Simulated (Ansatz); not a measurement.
Starting cell, GeO2 (rutile):

```
GeO2
1.0
    4.41054     0.00000     0.00000
    0.00000     4.41054     0.00000
    0.00000     0.00000     2.87016
Ge O
2 4
Direct
  0.00000   0.00000   0.00000
  0.50000   0.50000   0.50000
  0.30600   0.30600   0.00000
  0.80600   0.19400   0.50000
  0.19400   0.80600   0.50000
  0.69400   0.69400   0.00000
```

In this cell atom 5 (O, nearest neighbour Ge at 1.877 Å; its periodic images, 2.9 Å or more away, move with it) is moved by s along Cartesian [111], unit vector (0.577, 0.577, 0.577); all other atoms and the cell stay fixed.

All values below come from r2SCAN (plane waves to 500 eV, PAW, scalar-relativistic; Ansatz, a program for electronic structure). k mesh 6×6×9 (Γ-centred), Fermi-Dirac smearing 0.05 eV. E stands for the smeared free energy. GeO2 was relaxed with its symmetry unable to fall. ΔE is measured from the undisplaced structure.

```json
[
 {"s (Å)": "-0.380", "ΔE (meV/cell)": "731"},
 {"s (Å)": "-0.304", "ΔE (meV/cell)": "472"},
 {"s (Å)": "-0.228", "ΔE (meV/cell)": "267"},
 {"s (Å)": "-0.152", "ΔE (meV/cell)": "119"},
 {"s (Å)": "-0.076", "ΔE (meV/cell)": "withheld"},
 {"s (Å)": "0.000", "ΔE (meV/cell)": "0"},
 {"s (Å)": "0.076", "ΔE (meV/cell)": "withheld"},
 {"s (Å)": "0.152", "ΔE (meV/cell)": "119"},
 {"s (Å)": "0.228", "ΔE (meV/cell)": "267"},
 {"s (Å)": "0.304", "ΔE (meV/cell)": "472"},
 {"s (Å)": "0.380", "ΔE (meV/cell)": "731"}
]
```

Problem. Fit an even polynomial form (powers 2, 4) to the given rows and predict ΔE at s = -0.076.

Solution. Least squares on the 9 given rows: ΔE = (5180)·s² + (-810.2)·s⁴, in meV/cell with s in Å; root-mean-square residual 0.2 meV/cell. At -0.076 the fit gives 30 meV/cell; the calculation gives 30 meV/cell, the same to the digits shown. The quadratic term alone would give 30 meV/cell.

(For displaced atoms, the force is minus the slope of the energy, and its curvature is a force constant, which sets phonon frequencies.)
